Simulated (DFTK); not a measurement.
Crystal: Sc.

```
Sc
1.0
    -1.91721    1.91721    1.71760
     1.91721   -1.91721    1.71760
     1.91721    1.91721   -1.71760
Sc
1
Direct
  0.00000 0.00000 0.00000
```

This isn't the form of Sc at room conditions, which is hcp.

| Item | Value |
| --- | --- |
| Program | DFTK 0.8.2 |
| Task | single point |
| Functional | PBE |
| Potentials or basis | dojo.nc.sr.pbe.v0_4_1.standard.upf (PBE) |
| Cutoff | 1061 eV |
| k mesh | 10 × 10 × 10 |
| Occupations | fermi-dirac, width 0.05 eV |
| Spin | no spin polarisation |

On this cell: pressure -0.8 GPa; band gap on the k mesh none (metal or under the smearing width).

The same run follows on a disturbed copy (cell strained at random at fixed volume):

```xyz
1
Lattice="-2.0017 1.9652 1.8153 1.9171 -1.8943 1.6417 1.9375 1.8301 -1.7361" Properties=species:S:1:pos:R:3 pbc="T T T"
Sc   -0.0071   -0.0146    0.0243
```

**Question.** What changes?

**Answer.** The energy (extrapolated to zero smearing) moves by +10.0 meV/atom; pressure -0.8 GPa; band gap on the k mesh none (metal or under the smearing width).

Stress tensor (GPa, compression positive):
```
-0.88  1.08  1.38
 1.08 -1.43 -1.12
 1.38 -1.12 -0.20
```
